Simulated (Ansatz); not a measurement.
Effective masses and thermopower of ZnTe (F-43m)

Consider the following.

```xyz
2
Lattice="0.0000 3.0574 3.0574 3.0574 0.0000 3.0574 3.0574 3.0574 0.0000" Properties=species:S:1:pos:R:3 pbc="T T T"
Zn     3.0574     3.0574     3.0574
Te     1.5287     1.5287     1.5287
```

Method: r2SCAN with spin-orbit coupling, rigid bands (plane waves, PAW; Ansatz, a first-principles code). Cell: cell and atoms relaxed with r2SCAN.

```
Item                                                                                                                                                            Value
---------------------------------------------------------------------------------------------------------------------------------------  ----------------------------
band gap                                                                                                                                                      1.52 eV
electron conductivity mass (300 K, dilute)                                                                                                                   0.117 mₑ
hole conductivity mass (300 K, dilute)                                                                                                                        0.48 mₑ
effective density of states N_c (300 K)                                                                                                                   9.5e17 cm⁻³
effective density of states N_v (300 K)                                                                                                                   1.7e19 cm⁻³
density-of-states mass, electrons                                                                                                                            0.113 mₑ
density-of-states mass, holes                                                                                                                                 0.76 mₑ
Seebeck coefficient, n-type 1e19 cm⁻³, 300 K                                                                                                                 -73 μV/K
best n-type power factor at 300 K for τ = 10 fs (best axis; densities from 1e16 to 1e21 cm⁻³ tried, whether or not they can be reached)  10.8 μW/(cm·K²) at 3e20 cm⁻³
Seebeck coefficient, p-type 1e19 cm⁻³, 300 K                                                                                                                 261 μV/K
best p-type power factor at 300 K for τ = 10 fs (best axis; densities from 1e16 to 1e21 cm⁻³ tried, whether or not they can be reached)   5.4 μW/(cm·K²) at 1e20 cm⁻³
```

Rigid bands; masses and Seebeck coefficients take one relaxation time τ for all states and one kind of carrier; polarons and phonon drag are left out.
